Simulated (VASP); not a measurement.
# MgO: molecular dynamics with the cell free or held by constraints

MgO, Fm-3m (no. 225), 8 atoms in the cell. PBE, constrained or biased molecular dynamics; PAW potentials Mg, O (PBE set).

| Held coordinates | Spread of the volume (Å³) | Time (s) |
|---|---|---|
| none | 0.67 | 114 |
| volume held, shape free | 0.00 | 108 |
| angles held, lengths free | 0.27 | 108 |
| lengths in step, angles held | 0.26 | 108 |

Limits: each run has its own random start, so only a spread that vanishes tells of a constraint; the run is only 0.12 ps long, so its averages are rough.

## Input of the first row

INCAR:
```
SYSTEM = MgO
PREC = Normal
EDIFF = 1E-5
LREAL = .False.
ALGO = Normal
NELMIN = 4
ISYM = 0
LWAVE = .False.
LCHARG = .False.
IBRION = 0
ISIF = 3
TEBEG = 500
POTIM = 2.0
RANDOM_SEED = 694189 0 0
ENCUT = 540
ISMEAR = 0
SIGMA = 0.05
MDALGO = 3
LANGEVIN_GAMMA = 10 10
LANGEVIN_GAMMA_L = 10
PMASS = 1000
NSW = 60
```

KPOINTS:
```
k-points
0
Gamma
  4 4 4
```

POSCAR:
```
MgO
1.0
    4.1940027854      0.0000000000      0.0000000000
    0.0000000000      4.1940027854      0.0000000000
    0.0000000000      0.0000000000      4.1940027854
Mg O
4 4
Direct
    0.0000000000      0.0000000000      0.0000000000
    0.0000000000      0.5000000000      0.5000000000
    0.5000000000      0.0000000000      0.5000000000
    0.5000000000      0.5000000000      0.0000000000
    0.5000000000      0.0000000000      0.0000000000
    0.5000000000      0.5000000000      0.5000000000
    0.0000000000      0.0000000000      0.5000000000
    0.0000000000      0.5000000000      0.0000000000
```

Commands:
```
cat potpaw_PBE.64/Mg/POTCAR potpaw_PBE.64/O/POTCAR > POTCAR
mpirun -np 4 vasp_std > vasp.out
```

ICONST of row 4:
```
LA 1 2 0
LA 1 3 0
LA 2 3 0
LR 1 0
LR 2 0
LR 3 0
S 1.0 0.0 0.0 0.0 0.0 0.0 0
S 0.0 1.0 0.0 0.0 0.0 0.0 0
S 0.0 0.0 1.0 0.0 0.0 0.0 0
S 0 0 0 1 -1 0 0
S 0 0 0 1 0 -1 0
```

VASP 6.6.1 took 114 s on 4 cores (Intel Xeon 6975P-C (Granite Rapids)), a shared host.
